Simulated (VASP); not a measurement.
# ZrC (Fm-3m) in VASP: notebook, part 2 of 3

VASP 6.6.1. The steps go on from the part before.

## 3. Optical spectrum, PBE

File INCAR:

```
ALGO = Normal
CSHIFT = 0.1
EDIFF = 1E-6
ENCUT = 520
GGA = PE
ISIF = 2
ISMEAR = 0
LASPH = T
LCHARG = F
LOPTICS = T
LREAL = F
LWAVE = F
NBANDS = 40
NEDOS = 1000
NELM = 100
PREC = Accurate
SIGMA = 0.02
```

File KPOINTS:

```
k-points
0
Gamma
  10 10 10
```

File POSCAR:

```
ZrC
1.0
    0.0000000000      2.3650000000      2.3650000000
    2.3650000000      0.0000000000      2.3650000000
    2.3650000000      2.3650000000      0.0000000000
Zr C
1 1
Direct
    0.5000000000      0.5000000000      0.5000000000
    0.0000000000      0.0000000000      0.0000000000
```

Potentials or basis: VASP PAW PBE potentials, release 64 (Zr_sv, C).

Run with:

```
$ cat potpaw_PBE.64/Zr_sv/POTCAR potpaw_PBE.64/C/POTCAR > POTCAR
$ mpirun -np 1 vasp_std > vasp.out
```

OUTCAR:

```text
EDIFF = 1E-6
   ENCUT = 520
   GGA = PE
   ISIF = 2
   ISMEAR = 0
   LASPH = T
   LREAL = F
   NELM = 100
   PREC = Accurate

 ion  position               nearest neighbor table
   1  0.500  0.500  0.500-   2 2.37   2 2.37   2 2.37   2 2.37   2 2.37   2 2.37
   2  0.000  0.000  0.000-   1 2.37   1 2.37   1 2.37   1 2.37   1 2.37   1 2.37

  LATTYP: Found a face centered cubic cell.
 ALAT       =     4.7300000000

  Lattice vectors:

 A1 = (   0.0000000000,   2.3650000000,   2.3650000000)
 A2 = (   2.3650000000,   0.0000000000,   2.3650000000)
 A3 = (   2.3650000000,   2.3650000000,   0.0000000000)

Analysis of symmetry for initial positions (statically):
=====================================================================
 Subroutine PRICEL returns:
 Original cell was already a primitive cell.

 Routine SETGRP: Setting up the symmetry group for a
 face centered cubic supercell.

 Subroutine GETGRP returns: Found 48 space group operations
 (whereof 48 operations were pure point group operations)
 out of a pool of 48 trial point group operations.

The static configuration has the point symmetry O_h .
[... 747 lines left out ...]
      2.36500      2.36500      2.36500        -0.000000     -0.000000      0.000000
      0.00000      0.00000      0.00000         0.000000      0.000000     -0.000000
 -----------------------------------------------------------------------------------
    total drift:                                0.000000      0.000000      0.000000

  FREE ENERGIE OF THE ION-ELECTRON SYSTEM (eV)
  ---------------------------------------------------
  free  energy   TOTEN  =       -19.4573140292 eV

  energy  without entropy=      -19.4573137350  energy(sigma->0) =      -19.45731388

 electrical conductivity sigma (Mega S m-1) (frequency dependency in vasprun.xml)
  --------------------------------------------------------------------------------------
       0.000      -0.000       0.000
      -0.000       0.000      -0.000
       0.000      -0.000       0.000

  frequency dependent IMAGINARY DIELECTRIC FUNCTION (independent particle, no local field effects) density-density
     E(ev)      X         Y         Z        XY        YZ        ZX
  --------------------------------------------------------------------------------------------------------------
     0.00000    -0.00000    -0.00000    -0.00000    -0.00000     0.00000     0.00000
     1.24740     7.99601     7.99601     7.99601     0.00000     0.00000    -0.00000
     2.49481    11.22500    11.22500    11.22500    -0.00000     0.00000    -0.00000
     3.74221     7.31610     7.31610     7.31610    -0.00000    -0.00000    -0.00000
     4.98962     3.24808     3.24808     3.24808    -0.00000    -0.00000     0.00000
     6.23702    11.21219    11.21219    11.21219    -0.00000    -0.00000     0.00000
[... 92 lines left out ...]
   122.24561     0.00000     0.00000     0.00000    -0.00000    -0.00000     0.00000
   123.49301     0.00000     0.00000     0.00000    -0.00000    -0.00000     0.00000

  frequency dependent      REAL DIELECTRIC FUNCTION (independent particle, no local field effects) density-density
     E(ev)        X           Y           Z          XY          YZ          ZX
  --------------------------------------------------------------------------------------------------------------
     0.00000    51.88345    51.88345    51.88345    -0.00000    -0.00000    -0.00000
     1.24740     0.60853     0.60853     0.60853     0.00000     0.00000     0.00000
     2.49481     2.80503     2.80503     2.80503    -0.00000    -0.00000     0.00000
     3.74221     1.12325     1.12325     1.12325    -0.00000     0.00000     0.00000
     4.98962     1.43091     1.43091     1.43091     0.00000     0.00000     0.00000
     6.23702     0.30620     0.30620     0.30620     0.00000    -0.00000     0.00000
[... 92 lines left out ...]
   122.24561     0.94817     0.94817     0.94817     0.00000     0.00000     0.00000
   123.49301     0.94927     0.94927     0.94927     0.00000     0.00000     0.00000

  frequency dependent IMAGINARY DIELECTRIC FUNCTION (independent particle, no local field effects) current-current
     E(ev)      X         Y         Z        XY        YZ        ZX
  --------------------------------------------------------------------------------------------------------------
     0.00000     0.00000     0.00000     0.00000    -0.00000    -0.00000     0.00000
     1.24740     7.02722     7.02722     7.02722    -0.00000    -0.00000    -0.00000
     2.49481    11.22488    11.22488    11.22488    -0.00000    -0.00000    -0.00000
     3.74221     7.29758     7.29758     7.29758    -0.00000    -0.00000    -0.00000
     4.98962     3.31276     3.31276     3.31276     0.00000     0.00000    -0.00000
     6.23702    11.20188    11.20188    11.20188    -0.00000    -0.00000     0.00000
[... 92 lines left out ...]
   122.24561     0.00000     0.00000     0.00000    -0.00000     0.00000    -0.00000
   123.49301     0.00000     0.00000     0.00000    -0.00000     0.00000    -0.00000

  frequency dependent      REAL DIELECTRIC FUNCTION (independent particle, no local field effects) current-current
     E(ev)        X           Y           Z          XY          YZ          ZX
  --------------------------------------------------------------------------------------------------------------
     0.00000    50.71498    50.71498    50.71498    -0.00000    -0.00000     0.00000
     1.24740    -2.77791    -2.77791    -2.77791     0.00000     0.00000     0.00000
     2.49481     1.88191     1.88191     1.88191     0.00000     0.00000    -0.00000
     3.74221     0.60086     0.60086     0.60086     0.00000    -0.00000     0.00000
     4.98962     1.07208     1.07208     1.07208     0.00000     0.00000     0.00000
     6.23702    -0.05401    -0.05401    -0.05401     0.00000     0.00000    -0.00000
[... 92 lines left out ...]
   122.24561     0.94815     0.94815     0.94815     0.00000    -0.00000     0.00000
   123.49301     0.94925     0.94925     0.94925     0.00000    -0.00000     0.00000
```

OSZICAR:

```text
N       E                     dE             d eps       ncg     rms          rms(c)
DAV:   1     0.135248152438E+03    0.13525E+03   -0.62410E+03  3760   0.402E+02
DAV:   2    -0.168712336979E+02   -0.15212E+03   -0.13803E+03  4488   0.152E+02
DAV:   3    -0.227234444947E+02   -0.58522E+01   -0.56704E+01  5336   0.278E+01
DAV:   4    -0.229525763105E+02   -0.22913E+00   -0.22902E+00  4288   0.388E+00
DAV:   5    -0.229555611149E+02   -0.29848E-02   -0.29848E-02  4600   0.429E-01    0.197E+01
DAV:   6    -0.196523349509E+02    0.33032E+01   -0.29104E-01  4568   0.850E+00    0.896E+00
DAV:   7    -0.194727508897E+02    0.17958E+00   -0.13603E-01  4224   0.178E+00    0.539E+00
DAV:   8    -0.194571462350E+02    0.15605E-01   -0.51959E-02  4608   0.112E+00    0.811E-01
DAV:   9    -0.194569002889E+02    0.24595E-03   -0.22023E-03  4296   0.248E-01    0.236E-01
DAV:  10    -0.194573158995E+02   -0.41561E-03   -0.69850E-04  4504   0.110E-01    0.285E-02
DAV:  11    -0.194573122209E+02    0.36786E-05   -0.14208E-05  4304   0.136E-02    0.175E-02
DAV:  12    -0.194573142761E+02   -0.20551E-05   -0.21789E-06  5248   0.692E-03    0.248E-03
DAV:  13    -0.194573140292E+02    0.24691E-06   -0.42684E-07  3216   0.153E-03
   1 F= -.19457314E+02 E0= -.19457314E+02  d E =-.294165E-06
 imaginary and real dielectric function
```

stdout:

```text
POSCAR found type information on POSCAR ZrC
 POSCAR found :  2 types and       2 ions
 scaLAPACK will be used
 LDA part: xc-table for (Slater+PW92), standard interpolation
 POSCAR, INCAR and KPOINTS ok, starting setup
 FFT: planning ... GRIDC
 FFT: planning ... GRID_SOFT
 FFT: planning ... GRID
 WAVECAR not read
 entering main loop
 optical routines
 imaginary and real dielectric function
 recalculating local potential from charge density
 direction            1
 direction            2
 direction            3
```

Run time: 45 s. Hardware: 1 thread of Intel Xeon 6975P-C (Granite Rapids), shared host; peak memory 0.2 GiB.

What came out:

```
Free energy            : -19.4573 eV
Pressure               : -2.7 GPa
Band gap on the k mesh : none (metal or under the smearing width)
```

Dielectric function (mean over the directions given):
| energy (eV) | real part | imaginary part |
| --- | --- | --- |
| 0.37 | 63.60 | 0.00 |
| 0.87 | 10.60 | 91.72 |
| 1.37 | 9.60 | 0.00 |
| 1.87 | 7.95 | 28.67 |
| 2.37 | 1.17 | 7.90 |
| 2.87 | 6.13 | 1.83 |
| 3.37 | 3.01 | 10.84 |
| 3.87 | 2.88 | 7.28 |
| 4.37 | 4.23 | 6.15 |
| 4.86 | 0.72 | 13.23 |
| 5.36 | 0.54 | 13.82 |
| 5.86 | 2.78 | 7.54 |
| 6.36 | -0.51 | 9.96 |
| 6.86 | -0.99 | 6.87 |
| 7.36 | 0.82 | 5.31 |
| 7.86 | -3.64 | 8.71 |
| 8.36 | -1.46 | 3.92 |
| 8.86 | -1.51 | 4.59 |
| 9.36 | -1.19 | 5.52 |
| 9.85 | -1.30 | 5.17 |
| 10.35 | -2.71 | 6.36 |
| 10.85 | -2.02 | 0.61 |
| 11.35 | -2.45 | 1.98 |
| 11.85 | -1.59 | 1.83 |
| 12.35 | -0.99 | 1.34 |
| 12.85 | -0.59 | 2.34 |
| 13.35 | -0.97 | 0.91 |
| 13.85 | -0.87 | 1.89 |
| 14.35 | -0.20 | 0.59 |
| 14.84 | -0.22 | 0.79 |
| 15.34 | 0.17 | 1.24 |
| 15.84 | 0.06 | 2.48 |
| 16.34 | -0.45 | 1.91 |
| 16.84 | -0.68 | 0.92 |
| 17.34 | -0.43 | 1.16 |
| 17.84 | -0.46 | 0.85 |
| 18.34 | -0.30 | 0.94 |
| 18.84 | -0.10 | 0.45 |
| 19.33 | -0.02 | 0.29 |
| 19.96 | 0.19 | 0.39 |

Caveat: spectra need much finer meshes, so this one isn't converged; independent-particle spectra lack excitons; the intraband (Drude) part of a metal's response may be missing.

## 4. Density of states, PBE

POSCAR is that of step 3.

File INCAR.step1:

```
SYSTEM = ZrC
PREC = Accurate
ENCUT = 520
EDIFF = 1E-7
ISMEAR = 0
SIGMA = 0.02
LREAL = .False.
LASPH = .True.
NELM = 80
ALGO = Fast
ISIF = 2
LWAVE = .False.
LCHARG = .True.
LMAXMIX = 4
GGA = PE
```

File KPOINTS.step1:

```
regular mesh
0
Gamma
  10 10 10
  0 0 0
```

File INCAR.step2:

```
SYSTEM = ZrC
PREC = Accurate
ENCUT = 520
EDIFF = 1E-7
ISMEAR = -5
SIGMA = 0.02
LREAL = .False.
LASPH = .True.
NELM = 80
ALGO = Fast
ISIF = 2
LWAVE = .False.
LCHARG = .False.
LMAXMIX = 4
GGA = PE
LORBIT = 10
NEDOS = 2001
ICHARG = 11
```

File KPOINTS.step2:

```
regular mesh
0
Gamma
  15 15 15
  0 0 0
```

Run with:

```
$ cat potpaw_PBE.64/Zr_sv/POTCAR potpaw_PBE.64/C/POTCAR > POTCAR
$ cp INCAR.step1 INCAR
$ cp KPOINTS.step1 KPOINTS
$ mpirun -np 1 vasp_std > vasp.out
$ cp INCAR.step2 INCAR
$ cp KPOINTS.step2 KPOINTS
$ mpirun -np 1 vasp_std > vasp.out
```

Run time: 92 s. Hardware: 1 thread of Intel Xeon 6975P-C (Granite Rapids), shared host; peak memory 0.17 GiB.

Results (log left out):

| Quantity | Value |
| --- | --- |
| Valence electrons inside the program's atomic spheres | Zr 9.81; C 2.35 |

Levels at points of the mesh, in eV from the Fermi level:
```
           k point  band 5  band 6  band 7  band 8  band 9  band 10  band 11  band 12
(0.00, 0.00, 0.00)  -11.27    0.90    0.90    0.90    1.05     1.05     1.05     2.72
```

States per cell in windows of 1 eV (zero at the Fermi level; states under -8 eV left out):
| from (eV) | total | Zr1_d | C2_p | Zr1_p | Zr1_s | C2_s | C2_d |
| --- | --- | --- | --- | --- | --- | --- | --- |
| -8.0 | 0.00 | 0.00 | 0.00 | 0.00 | 0.00 | 0.00 | 0.00 |
| -7.0 | 0.00 | 0.00 | 0.00 | 0.00 | 0.00 | 0.00 | 0.00 |
| -6.0 | 0.02 | 0.00 | 0.00 | 0.00 | 0.00 | 0.00 | 0.00 |
| -5.0 | 0.51 | 0.09 | 0.10 | 0.01 | 0.05 | 0.01 | 0.00 |
| -4.0 | 0.98 | 0.18 | 0.22 | 0.03 | 0.06 | 0.01 | 0.00 |
| -3.0 | 2.84 | 0.74 | 0.70 | 0.11 | 0.01 | 0.01 | 0.00 |
| -2.0 | 1.22 | 0.36 | 0.30 | 0.03 | 0.00 | 0.00 | 0.00 |
| -1.0 | 0.41 | 0.09 | 0.13 | 0.01 | 0.00 | 0.00 | 0.00 |
| 0.0 | 0.37 | 0.12 | 0.08 | 0.01 | 0.00 | 0.00 | 0.00 |
| 1.0 | 0.65 | 0.32 | 0.09 | 0.00 | 0.00 | 0.00 | 0.00 |
| 2.0 | 0.90 | 0.50 | 0.10 | 0.00 | 0.01 | 0.01 | 0.00 |
| 3.0 | 1.22 | 0.78 | 0.11 | 0.00 | 0.01 | 0.01 | 0.00 |
| 4.0 | 2.12 | 1.51 | 0.18 | 0.00 | 0.02 | 0.01 | 0.00 |
| 5.0 | 1.58 | 1.17 | 0.14 | 0.01 | 0.02 | 0.01 | 0.00 |
| 6.0 | 0.66 | 0.40 | 0.06 | 0.01 | 0.02 | 0.03 | 0.00 |
| 7.0 | 0.57 | 0.27 | 0.05 | 0.02 | 0.01 | 0.04 | 0.00 |

Caveat: tetrahedron occupations give inexact forces and stress in metals.

(Continued in part 3 of 3.)
